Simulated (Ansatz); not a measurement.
## Telling polymorphs of MgH2 apart by ²H

Level of theory: DFT, r2SCAN, plane waves and PAW, scalar-relativistic, 500 eV cutoff (Ansatz 0.2.0). Q(²H) = 2.858 mb, I = 1. The cells come from the Materials Project (computed, not necessarily observed phases), with the atoms as given or relaxed (PBE, cell held). Spin–orbit coupling is left out.

Question: Rank the structures by their largest ²H |C_Q|, smallest first.
A. P4_2/mnm, 6 atoms in the cell run; H site: 3 Mg at 1.93–1.94 Å
B. Pbca, 24 atoms in the cell run; H sites: (1) 4 Mg at 1.98–2.16 Å. (2) 3 Mg at 1.89–2.05 Å; also 4 Mg at 3.03–3.31 Å.

Answer: B (0.033 MHz), A (0.038 MHz).
